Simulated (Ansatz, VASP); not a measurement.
**BP: VASP beside Ansatz**

Aim: how closely do two programs agree when they are given the same cell, functional and k mesh?

Main program and level: Ansatz 0.2.0; plane waves, with VASP 6.6.1 beside it; G0W0 gap at PBE.

## (1) Starting point

Symmetry: F-43m, No. 216, cubic system. Conventional cell: a = 4.538 Å, b = 4.538 Å, c = 4.538 Å, α = 90.00°, β = 90.00°, γ = 90.00°. Nearest to B lie 4 P at 1.97 Å. Nearest to P lie 4 B at 1.97 Å. Farther neighbours are not listed.

## (2) Ansatz: G0W0 gap, PBE

Ansatz runs on its default PAW (the set named soft_2) files.

Quasiparticle shifts depend on high empty states and on the cores, so they are the hardest test of two PAW sets.

The input, input.yaml:

```yaml
crystal:
  lattice:
    - [0.0, 2.269, 2.269]
    - [2.269, 0.0, 2.269]
    - [2.269, 2.269, 0.0]
  atoms:
    - { symbol: B, position: [0.0, 0.0, 0.0] }
    - { symbol: P, position: [0.25, 0.25, 0.25] }
hamiltonian:
  xc: pbe
  pseudopotentials: { kind: paw }
kpoints:
  mp_grid: { grid: [4, 4, 4] }
scf:
  occupations: { method: fixed }
gw:
  n_empty_bands: 52
  ecut_chi: 100.0
  qp_bands: [v2, c2]
  qp_kpoints: band_edges
  screening: { model: contour_deformation }
```

Started as:

```sh
> ansatz run input.yaml --threads 4 --pin off --max-ram 9216MiB --backend cpu --events-out ev --progress --plain --runs-dir out
```

Numbers of over 12 decimals in the logs are rounded to 6 here.

Log:

```text
Engine: ansatz 0.2.0, aarch64-unknown-linux-gnu
Pseudopotentials: kind: paw
Pseudopotential: B, paw, valence charge 3, recommended cutoff 420 eV (normal), B.paw.azcp
Pseudopotential: P, paw, valence charge 5, recommended cutoff 420 eV (normal), P.paw.azcp
Functional definition: PBE
  parameter kappa = 0.804
  parameter beta = 0.066725
  exchange = pbe_x(kappa = kappa, mu = beta*pi^2/3)
  correlation = pbe_c(beta = beta)
Crystal: 2 atoms, lattice volume = 23.363 Å³
Basis set: ecut = 420 eV, 459 PW (Γ)
Bands: 8, of which v1, the nominal top of the filled ones, is band 4 counted from 1 (3 counted from 0)
Symmetry: 24 space group operations
Space group: F-43m (ITA 216), of the structure as read, at distance tolerance 2.9e-5 Å
k-points: 8 of 64 (time reversal used)
Non-local potential: B, projectors of the file, l = 0: 2, l = 1: 2, l = 2: 1
Non-local potential: P, projectors of the file, l = 0: 2, l = 1: 2, l = 2: 2
PAW form: soft (Blöchl's): semilocal exchange-correlation on the pseudo side does not see the compensation charge
PAW one-centre angular grid: B, 110 points (default); XC on 64 Gauss nodes
PAW one-centre angular grid: P, 110 points (default); XC on 64 Gauss nodes
Initial density: superposition of atomic densities (neutral atoms: chi_scale 0, normalization atom), corrected by the library's trained network
Initial wavefunctions: pseudopotential atomic-orbital guess
Functional: x = pbe(κ = 0.804, μ = 0.219515), c = pbe(β = 0.066725)
SCF iter   1: F=—  HF=-912.275593 eV  |F-HF|=—  |Δ(HF+E_count)|=         —  Δρ=2.00e-3  dr2=1.05e-3  ethr=1.77e-3  ⟨swp⟩=4.9  Hψ=464  notcnv=0  defer=14
preconditioner: auto → none  [insulator: Δε(μ)=1.332 eV  Ē_g=12.714 eV  n_scr=0 (ndim 8)  ℏωp=21.7 eV  f_vac=0.000  ε∞_Penn≈3.9]
SCF iter   2: F=—  HF=-912.275469 eV  |F-HF|=—  |Δ(HF+E_count)|=   1.24e-4  Δρ=1.02e-3  dr2=2.52e-4  ethr=1.31e-5  ⟨swp⟩=2.2  Hψ=180  notcnv=0  defer=13
SCF iter   3: F=—  HF=-912.275481 eV  |F-HF|=—  |Δ(HF+E_count)|=   1.18e-5  Δρ=6.28e-4  dr2=1.20e-4  ethr=3.16e-6  ⟨swp⟩=2.0  Hψ=109  notcnv=0  defer=13
SCF iter   4: F=—  HF=-912.275445 eV  |F-HF|=—  |Δ(HF+E_count)|=   3.60e-5  Δρ=1.54e-4  dr2=5.94e-6  ethr=1.50e-6  ⟨swp⟩=2.0  Hψ=91  notcnv=0  defer=12
SCF iter   5: F=—  HF=-912.275445 eV  |F-HF|=—  |Δ(HF+E_count)|=   3.70e-7  Δρ=6.18e-5  dr2=1.16e-6  ethr=7.43e-8  ⟨swp⟩=2.1  Hψ=93  notcnv=0  defer=10
SCF iter   6: F=—  HF=-912.275444 eV  |F-HF|=—  |Δ(HF+E_count)|=   3.03e-7  Δρ=2.29e-5  dr2=1.57e-7  ethr=1.45e-8  ⟨swp⟩=1.8  Hψ=81  notcnv=0  defer=10
SCF iter   7: F=-912.275444 eV  HF=-912.275444 eV  |F-HF|=5.96e-9  |Δ(HF+E_count)|=   4.59e-8  Δρ=5.26e-6  dr2=8.22e-9  ethr=1.25e-9  ⟨swp⟩=6.2  Hψ=300  notcnv=0
SCF 1 converged in 7 iterations: F = -912.275444 eV  dr2 = 8.22e-9
  greatest PAW one-centre occupation: 0.770 electrons in one spin orbital (limit 2), on the P atom at site 1 (counted from 0), in its partial waves of l = 0
NSCF: frozen V_eff on 8 k-points
G₀W₀ screening: q 1/8
G₀W₀ screening: q 2/8 (q-point 5)
G₀W₀ screening: q 3/8 (q-point 6)
G₀W₀ screening: q 4/8 (q-point 2)
G₀W₀ screening: q 5/8 (q-point 4)
G₀W₀ screening: q 6/8 (q-point 8)
G₀W₀ screening: q 7/8 (q-point 3)
G₀W₀ screening: q 8/8 (q-point 7)
G₀W₀ self-energy: k 1/5
G₀W₀ self-energy: k 2/5
G₀W₀ self-energy: k 3/5
G₀W₀ self-energy: k 4/5
G₀W₀ self-energy: k 5/5
NSCF: frozen V_eff on 1 k-points
SCF converged after 7 iterations
Free energy (F): -912.275444 eV
Harris-Foulkes:  -912.275444 eV  (|F-HF|=5.96e-9)
Internal energy: -912.275444 eV  (E = F + TS)
E sigma→0 (E₀):  -912.275444 eV
Fermi energy:    9.305188 eV
--- Per-component energies (eV) ---
  E_band       = 22.601262
  E_kinetic    = 122.456077
  E_local      = -68.475008  (includes V_loc(G=0)·N_el)
  E_nonlocal   = 44.849901
  E_hartree    = 17.318765
  E_xc         = -94.959792
  E_vxc        = -100.653298  (∫ρ·V_xc dr)
  E_paw        = -647.973870  (= ΣΔE_a)
  E_vpaw       = -10.213800  (= ΣTr[D̂ρ^β])
  E_aug_tail   = 0.000000  (compensation charges beyond the density's cutoff)
  E_ewald      = -285.491518
  E_smearing   = -0.000000  (= −TS)
  E_closure    = 0.000000  (closes the sum)
  Σ components = -912.275444   (vs F -912.275444, Δ=0.00e0)
--- Band table (eV; the first three rows and the last of 8) ---
  k-point 0: bands = ["-6.1656", "9.3052", "9.3052", "9.3052", "12.6914", "12.6914", "12.6914", "16.6782"]
  k-point 1: bands = ["-5.0600", "4.4523", "8.1856", "8.1856", "13.2941", "14.0501", "14.0501", "18.9096"]
  k-point 2: bands = ["-2.8392", "0.2591", "7.5440", "7.5440", "13.0734", "13.9938", "13.9938", "19.4136"]
  k-point 7: bands = ["-1.0340", "1.2421", "3.6173", "3.8249", "14.6185", "16.0464", "16.5339", "16.7313"]
--- G₀W₀: contour deformation, 6 samples at zero and on the imaginary axis and 1 off it, 64 q-points, 52 empty bands' worth ---
  eigenvalues of the whole cell's RPA ε∞ on this k-mesh (on a slab, of 1 + 4πα/V) = 12.9194, 12.9194, 12.9194; static W/v taken at q = 0 is 0.077403
  bands read: the sum over 56 bands ends inside a degenerate multiplet in 2 slots, whose members it reads at an even weight; the widest, k=0: bands 55 to 57 (counted from 1) at 2/3 each
  gw.qp_kpoints: band_edges: 5 of 8 stored k-points solved, in 1 pass; an edge of the gap read off the rows below is read off those points alone
    valence top: of the k-points left out ik 5 came nearest to being solved in a further pass, in band 4 (counted from 1, as in the quasiparticle table): it holds the edge there only if its correction is more favourable than any solved in that band by at least 1.939 eV; those differ by 0.222 eV
    conduction bottom: of the k-points left out ik 4 came nearest to being solved in a further pass, in band 5 (counted from 1, as in the quasiparticle table): it holds the edge there only if its correction is more favourable than any solved in that band by at least 1.199 eV; those differ by 0.280 eV
    ik  band        ε_KS         Σx   Σc(E_QP)       V_xc       Z   E_QP_lin       E_QP  E_QP is
     0     3      9.3052   -16.7393     1.6250   -14.8093  0.7903     8.9997     9.0003  root
     0     4      9.3052   -16.7393     1.6250   -14.8093  0.7903     8.9997     9.0003  root
     0     5     12.6914    -8.4544    -4.6098   -13.5771  0.7890    13.2065    13.2043  root
     0     6     12.6914    -8.4544    -4.6098   -13.5771  0.7890    13.2065    13.2043  root
     1     3      8.1856   -16.8564     1.9168   -14.5788  0.7851     7.8239     7.8248  root
     1     4      8.1856   -16.8564     1.9168   -14.5788  0.7851     7.8239     7.8248  root
     1     5     13.2941    -8.6874    -4.8568   -14.0060  0.7874    13.7588    13.7559  root
     1     6     14.0501    -7.9436    -5.0048   -13.4948  0.7816    14.5994    14.5965  root
     2     3      7.5440   -17.2239     2.2319   -14.5792  0.7806     7.1298     7.1313  root
     2     4      7.5440   -17.2239     2.2319   -14.5792  0.7806     7.1298     7.1313  root
     2     5     13.0734    -8.8464    -4.8946   -14.1818  0.7864    13.5159    13.5142  root
     2     6     13.9938    -7.1015    -5.0238   -12.6271  0.7850    14.4974    14.4957  root
     3     3      6.5661   -16.9360     2.4294   -14.0547  0.7746     6.1121     6.1142  root
     3     4      6.5661   -16.9360     2.4294   -14.0547  0.7746     6.1121     6.1142  root
     3     5     11.1051    -7.7899    -4.3027   -12.4362  0.7990    11.4496    11.4487  root
     3     6     14.2323    -6.0403    -5.1148   -11.4832  0.7901    14.5616    14.5603  root
     6     3      5.1819   -17.4302     3.0318   -13.8719  0.7603     4.6514     4.6555  root
     6     4      5.1819   -17.4302     3.0318   -13.8719  0.7603     4.6514     4.6555  root
     6     5     10.6206    -7.0978    -4.3059   -11.6363  0.8020    10.8536    10.8532  root
     6     6     10.9483    -7.0152    -4.3494   -11.6217  0.8072    11.2059    11.2054  root
```

The job ended after 1.1 s (4 threads of Arm Neoverse V1, shared host; peak memory 0.27 GiB).

(Part 1 of 2 ends here.)

[Lines on the potential files, build, host, timing and source positions are cut from VASP's logs without a mark.]

[Logs are printed without paths, hosts, clocks, repeated set-up lines and the standing remarks that a program may print on its own settings, such as how far it seeks lower states.]

[Hosts, paths, dates, database ids (printed as entryN), source tags and the programs' standing remarks are cut or masked in the printed files.]
